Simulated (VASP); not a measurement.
# GaN in VASP: further runs

One slab, GaN, is run at these levels: PBEsol; tasks: single point, relaxation of the atoms.

Program: VASP 6.6.1. These are calculated values, not measurements. Logs are shortened: lines on timing, memory, paths and dates and some standing lists are left out, and cuts for length are marked.

### 1 The slab as given

The cell holds a slab with vacuum, 20 atoms: a = 3.180 Å, b = 5.183 Å, c = 26.935 Å, α = 90.00°, β = 90.00°, γ = 90.00°.

### 2 Single point, PBEsol

The input, INCAR:

```
SYSTEM = GaN
PREC     = Accurate       ! precision mode
ENCUT    = 520            ! plane-wave cutoff, eV
EDIFF    = 1E-6           ! SCF threshold, eV
ISMEAR   = 0              ! smearing method
SIGMA    = 0.03           ! smearing width, eV
LREAL    = .False.        ! projectors in reciprocal space
LASPH    = .True.         ! aspherical terms in the spheres
NELM     = 80             ! most SCF steps
ALGO     = Normal         ! electronic algorithm
ISIF     = 2              ! what is computed and relaxed
LWAVE    = .False.        ! write WAVECAR
LCHARG   = .False.        ! write CHGCAR
LDIPOL   = .True.       
IDIPOL   = 3            
DIPOL    = 0.5 0.5 0.500
GGA      = PS             ! functional
LVHAR    = .True.       
LVACPOTAV= .True.       
ICORELEVEL= 1
```

The input, KPOINTS:

```
regular mesh
0
Gamma
  8 5 1
  0 0 0
```

The input, POSCAR:

```
GaN
1.0
    3.1802300300      0.0000000000      0.0000000000
    0.0000000000      5.1832170000      0.0000000000
    0.0000000000      0.0000000000     26.9346950700
Ga N
10 10
Direct
    0.9999994900      0.0007600000      0.2784512700
    0.5000004900      0.5007600000      0.3125357500
    0.4999994800      0.0007600000      0.3807045100
    0.0000004800      0.5007600000      0.4147890000
    0.9999994700      0.0007600000      0.4829577600
    0.5000004700      0.5007600000      0.5170422400
    0.4999994600      0.0007600000      0.5852110000
    0.0000004600      0.5007600000      0.6192954900
    0.9999994600      0.0007600000      0.6874642500
    0.5000004500      0.5007600000      0.7215487300
    0.9999994900      0.6242400000      0.2784512700
    0.5000004900      0.1242400000      0.3125357500
    0.4999994800      0.6242400000      0.3807045100
    0.0000004800      0.1242400000      0.4147890000
    0.9999994700      0.6242400000      0.4829577600
    0.5000004700      0.1242400000      0.5170422400
    0.4999994600      0.6242400000      0.5852110000
    0.0000004600      0.1242400000      0.6192954900
    0.9999994600      0.6242400000      0.6874642500
    0.5000004500      0.1242400000      0.7215487300
```

Potentials or basis: VASP PAW PBE potentials, release 64 (Ga_d, N).

The run is started by

```bash
$ cat potpaw_PBE.64/Ga_d/POTCAR potpaw_PBE.64/N/POTCAR > POTCAR
$ mpirun -np 8 vasp_std > vasp.out
```

OUTCAR:

```text
SYSTEM = GaN
   PREC = Accurate
   ENCUT = 520
   EDIFF = 1E-6
   ISMEAR = 0
   LREAL = .False.
   LASPH = .True.
   NELM = 80
   ISIF = 2
   GGA = PS

 ion  position               nearest neighbor table
   1  1.000  0.001  0.278-  12 1.94  12 1.94  11 1.95
   2  0.500  0.501  0.313-  13 1.94  11 1.94  11 1.94  12 1.95
   3  0.500  0.001  0.381-  12 1.94  14 1.94  14 1.94  13 1.95
   4  0.000  0.501  0.415-  15 1.94  13 1.94  13 1.94  14 1.95
   5  1.000  0.001  0.483-  14 1.94  16 1.94  16 1.94  15 1.95
   6  0.500  0.501  0.517-  17 1.94  15 1.94  15 1.94  16 1.95
   7  0.500  0.001  0.585-  16 1.94  18 1.94  18 1.94  17 1.95
   8  0.000  0.501  0.619-  19 1.94  17 1.94  17 1.94  18 1.95
   9  1.000  0.001  0.687-  18 1.94  20 1.94  20 1.94  19 1.95
  10  0.500  0.501  0.722-  19 1.94  19 1.94  20 1.95
  11  1.000  0.624  0.278-   2 1.94   2 1.94   1 1.95
  12  0.500  0.124  0.313-   3 1.94   1 1.94   1 1.94   2 1.95
  13  0.500  0.624  0.381-   2 1.94   4 1.94   4 1.94   3 1.95
  14  0.000  0.124  0.415-   5 1.94   3 1.94   3 1.94   4 1.95
  15  1.000  0.624  0.483-   4 1.94   6 1.94   6 1.94   5 1.95
  16  0.500  0.124  0.517-   7 1.94   5 1.94   5 1.94   6 1.95
  17  0.500  0.624  0.585-   6 1.94   8 1.94   8 1.94   7 1.95
  18  0.000  0.124  0.619-   9 1.94   7 1.94   7 1.94   8 1.95
  19  1.000  0.624  0.687-   8 1.94  10 1.94  10 1.94   9 1.95
  20  0.500  0.124  0.722-   9 1.94   9 1.94  10 1.95

  LATTYP: Found a simple orthorhombic cell.
 ALAT       =     3.1802300300
 B/A-ratio  =     1.6298245571
 C/A-ratio  =     8.4694172484

  Lattice vectors:

 A1 = (   3.1802300300,   0.0000000000,   0.0000000000)
 A2 = (   0.0000000000,   5.1832170000,   0.0000000000)
 A3 = (   0.0000000000,   0.0000000000,  26.9346950700)

Analysis of symmetry for initial positions (statically):
=====================================================================
 Subroutine PRICEL returns:
 Original cell was already a primitive cell.

 Routine SETGRP: Setting up the symmetry group for a
 simple orthorhombic supercell.

 Subroutine GETGRP returns: Found  4 space group operations
 (whereof  2 operations were pure point group operations)
 out of a pool of  8 trial point group operations.

The static configuration has the point symmetry C_1h.
 The point group associated with its full space group is C_2v.

Analysis of symmetry for dynamics (positions and initial velocities):
=====================================================================
 Subroutine PRICEL returns:
 Original cell was already a primitive cell.

 Routine SETGRP: Setting up the symmetry group for a
 simple orthorhombic supercell.

 Subroutine GETGRP returns: Found  4 space group operations
 (whereof  2 operations were pure point group operations)
 out of a pool of  8 trial point group operations.

The dynamic configuration has the point symmetry C_1h.
 The point group associated with its full space group is C_2v.

 Subroutine INISYM returns: Found  4 space group operations
 (whereof  2 operations are pure point group operations),
 and found     1 'primitive' translations

----------------------------------------------------------------------------------------

                                     Primitive cell

  volume of cell :     443.9867

  direct lattice vectors                    reciprocal lattice vectors
     3.180230030  0.000000000  0.000000000     0.314442663  0.000000000  0.000000000
     0.000000000  5.183217000  0.000000000     0.000000000  0.192930375  0.000000000
     0.000000000  0.000000000 26.934695070     0.000000000  0.000000000  0.037126836

  length of vectors
     3.180230030  5.183217000 26.934695070     0.314442663  0.192930375  0.037126836

  position of ions in fractional coordinates (direct lattice)
     0.999999490  0.000760000  0.278451270
     0.500000490  0.500760000  0.312535750
     0.499999480  0.000760000  0.380704510
     0.000000480  0.500760000  0.414789000
     0.999999470  0.000760000  0.482957760
     0.500000470  0.500760000  0.517042240
[... 12 lines left out ...]
     0.999999460  0.624240000  0.687464250
     0.500000450  0.124240000  0.721548730

  ion indices of the primitive-cell ions
   primitive index   ion index
                 1           1
                 2           2
                 3           3
[... 32 lines left out ...]

  Length of vectors
     0.039305333  0.038586075  0.037126836

  Shift w.r.t. Gamma in fractional coordinates (k-lattice)
     0.000000000  0.000000000  0.000000000

 Subroutine IBZKPT returns following result:
 ===========================================

 Found     15 irreducible k-points:

 Following reciprocal coordinates:
            Coordinates               Weight
  0.000000  0.000000  0.000000      1.000000
  0.125000  0.000000  0.000000      2.000000
  0.250000  0.000000  0.000000      2.000000
  0.375000  0.000000  0.000000      2.000000
  0.500000  0.000000  0.000000      1.000000
  0.000000  0.200000  0.000000      2.000000
  0.125000  0.200000  0.000000      4.000000
  0.250000  0.200000  0.000000      4.000000
  0.375000  0.200000  0.000000      4.000000
  0.500000  0.200000  0.000000      2.000000
  0.000000  0.400000  0.000000      2.000000
  0.125000  0.400000  0.000000      4.000000
  0.250000  0.400000  0.000000      4.000000
  0.375000  0.400000  0.000000      4.000000
  0.500000  0.400000  0.000000      2.000000
   k-points           NKPTS =     15   k-points in BZ     NKDIM =     15   number of bands    NBANDS=    112
   number of dos      NEDOS =    301   number of ions     NIONS =     20
   total plane-waves  NPLWV = 192000
   dimension x,y,z NGX =    24 NGY =   40 NGZ =  200
   dimension x,y,z NGXF=    48 NGYF=   80 NGZF=  400
   ions per type =              10  10
   NGX,Y,Z   is equivalent  to a cutoff of  12.55, 12.83, 12.34 a.u.
   NGXF,Y,Z  is equivalent  to a cutoff of  25.09, 25.66, 24.69 a.u.
 SYSTEM =  GaN
   PREC   = accura    normal or accurate (medium, high low for compatibility)
   ISTART =      0    job   : 0-new  1-cont  2-samecut
   ICHARG =      2    charge: 1-file 2-atom 10-const
   ISPIN  =      1    spin polarized calculation?
   LNONCOLLINEAR =      F non collinear calculations
   LSORBIT =      F    spin-orbit coupling
   LASPH  =      T    aspherical Exc in radial PAW
   ENCUT  =  520.0 eV  38.22 Ry    6.18 a.u.   5.91  9.64 50.08*2*pi/ulx,y,z
   NELM   =     80;   NELMIN=  2; NELMDL= -5     # of ELM steps
   EDIFF  = 0.1E-05   stopping-criterion for ELM
   LREAL  =      F    real-space projection
[... 7 lines left out ...]
   TEBEG  =    0.0;   TEEND  =   0.0 temperature during run
   PSTRESS=    0.0 pullay stress
   NELECT =     180.0000    total number of electrons
   NUPDOWN=      -1.0000    fix difference up-down
   EMIN   =  10.00;   EMAX   =-10.00  energy-range for DOS
   EFERMI =   0.00;   METHOD = LEGACY
   ISMEAR =     0;   SIGMA  =   0.03  broadening in eV -4-tet -1-fermi 0-gaus
   EFERMI_NEDOS =   21; number of points for ismear=-14 and -15
   IALGO  =     38    algorithm
   IMIX   =      4    mixing-type and parameters
     AMIX     =   0.40;   BMIX     =  1.00
     AMIX_MAG =   1.60;   BMIX_MAG =  1.00
  volume/ion in A,a.u.               =      22.20       149.81
  Fermi-wavevector in a.u.,A,eV,Ry     =   1.211646  2.289678 19.974515  1.468085
  Thomas-Fermi vector in A             =   2.347155
   LORBIT       =      0    0 simple, 1 ext, 2 COOP (PROOUT), +10 PAW based schemes
   GGA     = PS    functional components
   LHFCALC =     F    Hartree Fock is set to
   AEXX    =    0.0000 exact exchange contribution
   IVDW    =     0    specifies the selected vdW correction
   LEPSILON=     F    determine dielectric tensor
   LRPA    =     F    only Hartree local field effects (RPA)
 non-spin polarized calculation
 Gauss-broadening in eV      SIGMA  =   0.03
  energy-cutoff  :      520.00
  volume of cell :      443.99
 maximum number of plane-waves:     12020
 NGX is ok and might be reduce to    24
   NGX = 11   NGY = 19   NGZ =101

 dipolmoment           0.000000      0.000000      0.000000 electrons x Angstroem

 number of electron     179.9999975 magnetization

 dipolmoment           0.000000      0.000000     -0.000000 electrons x Angstroem

 Free energy of the ion-electron system (eV)
  ---------------------------------------------------
  ext. energy  EPLUGINS =         0.00000000
  ---------------------------------------------------
  free energy    TOTEN  =      -126.60493698 eV

  energy without entropy =     -126.60493698  energy(sigma->0) =     -126.60493698

 the core state eigenenergies are
   1-  1s -10223.2513  2s  -1256.6171  2p  -1093.0821  3s   -142.7323  3p    -93.4700

   2-  1s -10221.9020  2s  -1255.3101  2p  -1091.7679  3s   -141.5218  3p    -92.2641

   3-  1s -10222.6734  2s  -1256.0788  2p  -1092.5368  3s   -142.2897  3p    -93.0319
[... 15 lines left out ...]
  11-  1s   -374.9694
  12-  1s   -376.1704
  13-  1s   -375.5719
  14-  1s   -375.8623
  15-  1s   -375.7531
  16-  1s   -375.7531
  17-  1s   -375.8622
  18-  1s   -375.5719
  19-  1s   -376.1704
  20-  1s   -374.9695

 E-fermi :   0.5081     XC(G=0):  -6.7019

 val. band max:        0.3815501260   @ k =   0.0000   0.0000   0.0000
 cond. band min:       0.9741224291   @ k =   0.0000   0.0000   0.0000
 fundamental gap:      0.5925723031
 Fermi energy:         0.5081225728

 k-point     1 :       0.0000    0.0000    0.0000
  band No.  band energies     occupation
      1     -16.0926      2.00000
      2     -15.8674      2.00000
      3     -15.6315      2.00000
      4     -15.4205      2.00000
      5     -15.2580      2.00000
      6     -15.1625      2.00000
[... 1564 lines left out ...]
    101       5.9333      0.00000
    102       5.9333      0.00000
 [bands above 102 left out]

------------------------ aborting loop because EDIFF is reached ----------------------------------------

  FORCE on cell =-STRESS in cart. coord.  units (eV):
  Direction    XX          YY          ZZ          XY          YZ          ZX
  --------------------------------------------------------------------------------------
  -------------------------------------------------------------------------------------
  Total       -1.0210528     -8.3501045     -1.4653221      0.0000000      0.0000000      0.0000000
  in kB       -3.6845870    -30.1323153     -5.2877838      0.0000000      0.0000000      0.0000000
  external PRESSURE =     -13.0348954 kB  Pullay stress =       0.0000000 kB

 VOLUME and BASIS-vectors are now :
 -----------------------------------------------------------------------------
  energy-cutoff  :      520.00
  volume of cell :      443.99
      direct lattice vectors                 reciprocal lattice vectors
     3.180230030  0.000000000  0.000000000     0.314442663  0.000000000  0.000000000
     0.000000000  5.183217000  0.000000000     0.000000000  0.192930375  0.000000000
     0.000000000  0.000000000 26.934695070     0.000000000  0.000000000  0.037126836

 POSITION                                       TOTAL-FORCE (eV/Angst)
 -----------------------------------------------------------------------------------
      3.18023      0.00394      7.50000         0.000000     -2.102130      1.544810
      1.59012      2.59555      8.41806         0.000000      1.190179     -1.502634
      1.59011      0.00394     10.25416         0.000000     -0.512669      0.240798
      0.00000      2.59555     11.17222         0.000000      0.209888     -0.158193
      3.18023      0.00394     13.00832         0.000000     -0.040670      0.080706
      1.59012      2.59555     13.92638         0.000000     -0.040670     -0.080706
[... 12 lines left out ...]
      3.18023      3.23557     18.51664         0.000000      0.521373      1.066074
      1.59012      0.64396     19.43470         0.000000      0.742057     -0.417475
 -----------------------------------------------------------------------------------
    total drift:                               -0.000056      0.001182      0.003497

  FREE ENERGIE OF THE ION-ELECTRON SYSTEM (eV)
  ---------------------------------------------------
  free  energy   TOTEN  =      -126.6049369806 eV

  energy  without entropy=     -126.6049369806  energy(sigma->0) =     -126.60493698

 vacuum level on the upper side and lower side of the slab         5.531         5.531
```

It took 7.9 min on 8 MPI ranks of AMD EPYC 7R43 (Zen 3), shared host; peak memory 0.22 GiB.

What came out:

```
Free energy                            : -126.6049 eV
Largest force                          : 2.609 eV/Å
Band gap on the k mesh                 : 0.59 eV, direct
Ionisation potential of the upper face : 5.15 eV
```

Forces in eV/Å, atoms in the order of the input:
```
Ga   0.000 -2.102  1.545
Ga   0.000  1.190 -1.503
Ga   0.000 -0.513  0.241
Ga   0.000  0.210 -0.158
Ga   0.000 -0.041  0.081
Ga   0.000 -0.041 -0.081
Ga   0.000  0.210  0.158
Ga   0.000 -0.513 -0.241
Ga   0.000  1.190  1.503
Ga   0.000 -2.102 -1.545
N    0.000  0.742  0.417
N    0.000  0.521 -1.066
N    0.000 -0.036  0.596
N    0.000  0.028 -0.229
N    0.000  0.000  0.155
N    0.000  0.000 -0.155
N    0.000  0.028  0.229
N    0.000 -0.036 -0.596
N    0.000  0.521  1.066
N    0.000  0.742 -0.417
```

Levels at points of the mesh, in eV from the valence-band top:
```
           k point  band 86  band 87  band 88  band 89  band 90  band 91  band 92  band 93  band 94  band 95
(0.00, 0.00, 0.00)    -0.72    -0.28    -0.24    -0.02     0.00     0.59     1.04     2.54     3.62     4.16
(0.50, 0.00, 0.00)    -2.26    -1.68    -1.68    -0.50    -0.50     1.91     1.91     4.75     4.75     5.19
```

Core levels (eV, on the scale of the bands):
```tsv
atom	levels
1 Ga	1s -10223.3, 2s -1256.6, 2p -1093.1, 3s -142.7, 3p -93.5
2 Ga	1s -10221.9, 2s -1255.3, 2p -1091.8, 3s -141.5, 3p -92.3
3 Ga	1s -10222.7, 2s -1256.1, 2p -1092.5, 3s -142.3, 3p -93.0
4 Ga	1s -10222.4, 2s -1255.8, 2p -1092.3, 3s -142.1, 3p -92.8
5 Ga	1s -10222.5, 2s -1256.0, 2p -1092.4, 3s -142.2, 3p -92.9
6 Ga	1s -10222.5, 2s -1256.0, 2p -1092.4, 3s -142.2, 3p -92.9
```

Caveat: the PAW data sets were made with another functional, which shifts forces and pressure a little. PBEsol gaps usually lie below the measured ones, often by a third to a half.

(Continued in part 2 of 3.)
